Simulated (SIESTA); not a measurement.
Al:

```xyz
1
Lattice="0.0000 2.0248 2.0248 2.0248 0.0000 2.0248 2.0248 2.0248 0.0000" Properties=species:S:1:pos:R:3 pbc="T T T"
Al    0.0000    0.0000    0.0000
```

Base run:

| Property | Result |
| --- | --- |
| Program | SIESTA 5.4.2 |
| Functional | PBE |
| Potentials or basis | PseudoDojo 0.4 standard (PBE files) |
| Basis | DZ (energy shift 0.002 Ry; radii capped at 9.5 bohr) |
| Grid cutoff | 500 Ry |
| Energy shift | 0.002 Ry |
| k mesh | 11 × 11 × 11 |
| Occupations | fermi-dirac, width 0.05 eV |
| Spin | no spin polarisation |

Its results: band gap on the k mesh none (metal or under the smearing width); pressure 4.6 GPa.

The run is repeated on the same cell with these changes: basis from DZ (energy shift 0.002 Ry; radii capped at 9.5 bohr) to SZ (energy shift 0.002 Ry; radii capped at 9.5 bohr). What comes out?

Band gap on the k mesh none (metal or under the smearing width); pressure 14.4 GPa.

Caveats: the basis has no polarisation orbitals; the basis of atomic orbitals isn't converged, which shifts pressures, moduli and gaps.

Not every run made on this cell is shown here.
